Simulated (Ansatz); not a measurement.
Write the native input for Ansatz 0.2.0 that does the following.

```yaml
Task: atomic charges
Functional: LDA
Potentials_or_basis: Ansatz PAW
Cutoff: "420 eV (not typed: the program's choice for these potentials)"
k_mesh: 10 × 10 × 10
Occupations: fermi-dirac, width 0.05 eV
Spin: non-collinear spin, program default start, spin-orbit coupling
```

The system is MoS2.

```
CELL_PARAMETERS angstrom
1.58000 0.91221 6.15000
-1.58000 0.91221 6.15000
0.00000 -1.82443 6.15000
ATOMIC_POSITIONS crystal
Mo 0.00000 0.00000 0.00000
S 0.41700 0.41700 0.41700
S 0.25000 0.25000 0.25000
```

Measurements of this composition are mostly on another form, of space group No. 194.

One way to write it, as run:

input.yaml

```yaml
crystal:
  lattice:
    - [1.58, 0.9122134253, 6.15]
    - [-1.58, 0.9122134253, 6.15]
    - [0.0, -1.8244268506, 6.15]
  atoms:
    - { symbol: Mo, position_ang: [0.0, 0.0, 0.0] }
    - { symbol: S, position_ang: [0.0, 0.0, 7.69365] }
    - { symbol: S, position_ang: [0.0, 0.0, 4.6125] }
hamiltonian:
  xc: lda
  pseudopotentials: { kind: paw_fr }
magnetization:
  noncollinear: true
  spin_orbit: true
kpoints:
  mp_grid: { grid: [10, 10, 10] }
scf:
  occupations: { method: fermi_dirac, width: 0.05 }
output:
  forces: true
  stress: true
  eigenvalues: true
  bader: true
  populations: true
```

Potentials or basis: Ansatz PAW.

The run is started by

```sh
$ ansatz run input.yaml --threads 2 --pin off --max-ram 5120MiB --backend cpu --events-out ev --progress --plain --runs-dir out
```

Results of the run:

```json
{
  "Pressure": "-2.4 GPa",
  "Largest force": "0.083 eV/Å",
  "Band gap on the k mesh": "0.84 eV, indirect (least direct gap 1.88 eV)",
  "Net moment": "0.00 μB per cell",
  "Absolute moment": "0.00 μB per cell",
  "Bader charges": "Mo +1.17; S -0.58 e"
}
```

Caveat: the PAW data sets come from PBE, with cores solved anew for the run's functional, which leaves a small shift of forces and pressure.

It took 46 s on 2 threads of Arm Neoverse V1, with other jobs on the host, peak memory 0.66 GiB.
